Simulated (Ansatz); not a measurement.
# Al4Ga4As7: the cost of one run

Computed with Ansatz 0.2.0 (DFT r2SCAN, scalar-relativistic, plane waves, PAW, unless a step's input says otherwise).

2 further runs of the same task are left out: 2 set aside as unsound or not needed. Runs told in other sessions of the task aren't counted.

### 1 The structure to begin with

The structure is trigonal, space group R3m (No. 160). The conventional cell has a = 4.012 Å, b = 4.012 Å, c = 19.651 Å, α = 90.00°, β = 90.00°, γ = 120.00°. Around Al (site symmetry 3m) lie 4 As at 2.45 to 2.46 Å. Ga (site symmetry 3m) has 4 As at 2.46 Å in its first shell of neighbours. Around As (site symmetry 3m) lie 3 Ga at 2.46 Å and 1 Al at 2.46 Å. As (site symmetry 3m) has 3 Al at 2.45 Å and 1 Ga at 2.46 Å in its first shell of neighbours.

Coordinates:

```
CELL_PARAMETERS angstrom
2.00591 1.15811 6.55025
-2.00591 1.15811 6.55025
0.00000 -2.31622 6.55025
ATOMIC_POSITIONS crystal
Al 0.99970 0.99970 0.99970
Ga 0.50021 0.50021 0.50021
As 0.12486 0.12486 0.12486
As 0.62523 0.62523 0.62523
```

It goes back to an entry of the Materials Project, which need not be the stable form.

This cell was relaxed beforehand with the same method: volume 22.82 Å³/atom, gap on the mesh 1.34 eV.

Its energy, with the smearing taken to zero, is -14061.9898 eV for the 4-atom cell on a 12×12×12 mesh; differences below count from it.

### 2 Cell: 1 of 8 As atoms taken out at random

From a supercell with 8 As sites, 1 are emptied at random; the cell stays neutral and all atoms are shaken by 0.02 Å.

The cell holds 4 Al, 4 Ga, 7 As: a = 8.023 Å, b = 8.023 Å, c = 8.023 Å, α = 60.01°, β = 60.01°, γ = 60.01°.

### 3 Relaxing on a coarse mesh

A cheap relaxation: coarse mesh, no symmetry, loose thresholds.

The input, input.yaml:

```yaml
crystal:
  lattice:
    - [-4.0118111742, 2.3162202614, -6.5502503557]
    - [4.0118111742, 2.3162202614, -6.5502503557]
    - [0.0, -4.6324405227, -6.5502503557]
  atoms:
    - { symbol: Al, position: [0.5008952177, 0.9958560012, 0.5021374986] }
    - { symbol: Al, position: [0.0021005236, 0.5026532022, 0.4972358527] }
    - { symbol: Al, position: [0.5026299432, 0.4950978995, 0.9983050279] }
    - { symbol: Al, position: [0.9993748145, 0.9975121981, 0.9992964464] }
    - { symbol: Ga, position: [0.9994668293, 0.5017979487, 0.9985952037] }
    - { symbol: Ga, position: [0.4976968808, 0.9978830906, 0.0051414766] }
    - { symbol: Ga, position: [0.9977210299, 0.9941100156, 0.4999499448] }
    - { symbol: Ga, position: [0.4932063354, 0.5023167471, 0.5022383905] }
    - { symbol: As, position: [0.3798662836, 0.8718094178, 0.3755023153] }
    - { symbol: As, position: [0.8790833347, 0.3752873054, 0.3721998991] }
    - { symbol: As, position: [0.3763140783, 0.3778656661, 0.8752616168] }
    - { symbol: As, position: [0.8757118947, 0.3696432359, 0.8758712984] }
    - { symbol: As, position: [0.3744563278, 0.870197231, 0.8796505332] }
    - { symbol: As, position: [0.8786881507, 0.8705974102, 0.373506077] }
    - { symbol: As, position: [0.3747522776, 0.3724814765, 0.3734397876] }
  symmetry: { detect: false }
basis:
  ecutwfc: 500
kpoints:
  mp_grid: { grid: [2, 2, 2], shift: [0.5, 0.5, 0.5] }
hamiltonian:
  xc: r2scan
scf:
  occupations: { method: gaussian, width: 0.1 }
  lower_state_search: "off"
output:
  forces: true
  stress: true
  eigenvalues: true
relax:
  adjacent_minimum: "off"
  f_tol: 0.04
  max_steps: 50
  cell: { stress_tol: 0.3 }
```

Command:

```bash
ansatz run input.yaml --threads 4 --pin off --max-ram 9216MiB --backend cpu --events-out ev --progress --plain --runs-dir out
```

Q: Estimate wall time and peak memory on 4 threads of AMD EPYC 9R45 (Zen 5), shared host.

About 75 s, with a peak of 1.8 GiB.
